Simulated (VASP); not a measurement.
Input of a VASP 6.6.1 run:

File POSCAR:

```
As
1.0
    3.9483955560      0.0000000000      0.0000000000
   -1.9741977781      3.4194108558      0.0000000000
    0.0000000000      0.0000000000      4.4795869304
As
3
Direct
    0.2254000000      0.0000000000      0.3333333333
    0.0000000000      0.2254000000      0.6666666667
    0.7746000000      0.7746000000      0.0000000000
```

File INCAR.step1:

```
PREC = Accurate ; ENCUT = 600
ISMEAR = 0 ; SIGMA = 0.1
LREAL = False ; LASPH = True
NELM = 100 ; GGA = PE
ALGO = Normal ; EDIFF = 1E-4
LWAVE = True ; LCHARG = False
```

File INCAR.step2:

```
PREC = Accurate ; ENCUT = 600
EDIFF = 1E-6 ; ISMEAR = 0
SIGMA = 0.1 ; LREAL = False
LASPH = True ; NELM = 100
ALGO = Normal ; ISIF = 3
LWAVE = False ; LCHARG = False
METAGGA = R2SCAN ; LMIXTAU = True
IBRION = 2 ; NSW = 90
EDIFFG = -0.04 ; ISTART = 1
```

The input KPOINTS:

```
regular mesh
0
Gamma
  6 6 4
```

Potentials or basis: VASP PAW PBE potentials, release 64 (As).

Command:

```console
$ cat potpaw_PBE.64/As/POTCAR > POTCAR
$ cp INCAR.step1 INCAR
$ mpirun -np 1 vasp_std > vasp.out
$ cp INCAR.step2 INCAR
$ mpirun -np 1 vasp_std > vasp.out
```

Question: Predict the relaxed volume.

Answer: 19.84 Å³/atom.

Question: What does it give for the space group after relaxing (to 0.05 Å)?

Answer: Pm-3m (No. 221).

Question: What does it give for the relaxed cell?

Answer: a = 3.835 Å, b = 3.835 Å, c = 4.674 Å, α = 90.00°, β = 90.00°, γ = 120.00°.

Question: What does it give for the band gap on the k mesh?

Answer: None (metal or under the smearing width).

Final structure:
```
CELL_PARAMETERS angstrom
3.83489 0.00000 0.00000
-1.91745 3.32112 0.00000
0.00000 0.00000 4.67450
ATOMIC_POSITIONS crystal
As 0.33423 0.00000 0.33333
As 0.00000 0.33423 0.66667
As 0.66577 0.66577 0.00000
```

Caveat: the PAW data sets were made with another functional, which shifts forces and pressure a little.
